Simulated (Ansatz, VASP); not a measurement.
**One calculation of Si, two programs**

```xyz
1
Lattice="-1.4857 1.4857 1.4857 1.4857 -1.4857 1.4857 1.4857 1.4857 -1.4857" Properties=species:S:1:pos:R:3 pbc="T T T"
Si    0.0000    0.0000    0.0000
```

Alike in both runs: functional PBE; k mesh 18 × 18 × 18; occupations fermi-dirac, width 0.08 eV; no spin polarisation.

Ansatz relaxed the structure, and its values are those at the end. VASP's run is a single point on that final structure, the one shown.

|  | VASP | Ansatz |
| --- | --- | --- |
| version | VASP 6.6.1 | Ansatz 0.2.0 |
| potentials or method | VASP PAW PBE potentials, release 64 (Si) | PAW with Ansatz's default frozen-core files, scalar-relativistic |
| plane-wave cutoff (eV) | 520 | 420 |
| valence electrons in the cell | 4 | 4 |

```tsv
	VASP	Ansatz	Ansatz less VASP
pressure (GPa)	12.9	13.0	+0.06
```

The functional is the same, so the differences come from potentials, cutoffs and numerics.
